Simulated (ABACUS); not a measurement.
# Li under changes of volume

One of the cells (21.609 Å³/atom); the others are scaled copies at fixed shape and fractional positions:

```
Li
1.0
    -1.75465    1.75465    1.75465
     1.75465   -1.75465    1.75465
     1.75465    1.75465   -1.75465
Li
1
Direct
  0.00000 0.00000 0.00000
```

```yaml
Program: ABACUS 3.10.1
Functional: PBE
Potentials_or_basis: PseudoDojo NC SR 0.4.1 PBE standard
Cutoff: 1361 eV
Density_cutoff: 5442 eV
Basis: TZDP LCAO (the cutoffs set its grid)
k_mesh: 11 × 11 × 11
Occupations: fermi-dirac, width 0.05 eV
Spin: no spin polarisation
```

```tsv
volume (Å³/atom)	energy over the lowest point (meV/atom)	pressure (GPa)
20.312	0.00	-0.1
20.744	0.52	-0.3
21.177	1.78	-0.6
21.609	3.66	-0.8
22.041	6.15	-1.0
22.473	9.19	-1.2
22.905	?	?
```

Task: What does the run at 22.905 Å³/atom give?

Result: Energy over the lowest point 12.72 meV/atom; pressure -1.4 GPa.

Worked out: A Birch-Murnaghan fit of order 3 (a polynomial in V^(-2/3)) to the other rows has its minimum at 20.23 Å³/atom, just outside them, with B0 = V·E''(V) = 13.7 GPa and B' = 3.1. It gives 12.73 meV/atom at 22.905 Å³/atom, against the run's 12.72, and -dE/dV = -1.4 GPa, against -1.4.

Energies are extrapolated to zero smearing.

Caveats: the atomic orbitals were generated for these runs and aren't a published set; the basis of atomic orbitals isn't converged, which shifts pressures, moduli and gaps.
